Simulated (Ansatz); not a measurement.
# Ta under changes of volume

One of the cells (18.819 Å³/atom); the others are scaled copies at fixed shape and fractional positions:

```
Ta
1.0
     2.90037    0.00000    0.00000
    -1.45019    2.51180    0.00000
     0.00000    0.00000    5.16627
Ta
2
Direct
  0.33333 0.66667 0.25000
  0.66667 0.33333 0.75000
```

This isn't the form of Ta at room conditions, which is bcc.

| Quantity | Value |
| --- | --- |
| Program | Ansatz 0.2.0 |
| Functional | LDA |
| Potentials or basis | Ansatz PAW |
| Cutoff | 420 eV (not typed: the program's choice for these potentials) |
| k mesh | 11 × 11 × 5 |
| Occupations | fermi-dirac, width 0.05 eV |
| Spin | no spin polarisation |

```tsv
volume (Å³/atom)	energy over the lowest point (meV/atom)	pressure (GPa)
17.689	0.00	-0.3
18.066	6.07	-4.6
18.442	21.76	-8.5
18.819	46.07	-12.0
19.195	78.14	-15.1
19.571	?	?
19.948	162.56	-20.5
```

Task: What does the run at 19.571 Å³/atom give?

Result: Energy over the lowest point 117.20 meV/atom; pressure -17.9 GPa.

Worked out: A Birch-Murnaghan fit of order 3 (a polynomial in V^(-2/3)) to the other rows has its minimum at 17.66 Å³/atom, just outside them, with B0 = V·E''(V) = 215 GPa and B' = 4.0 at fixed shape and positions, which overstates the stiffness. It gives 117.15 meV/atom at 19.571 Å³/atom, against the run's 117.20, and -dE/dV = -18.0 GPa, against -17.9.

Energies are extrapolated to zero smearing.

Caveats: the PAW data sets come from PBE, with cores solved anew for the run's functional, which leaves a small shift of forces and pressure.
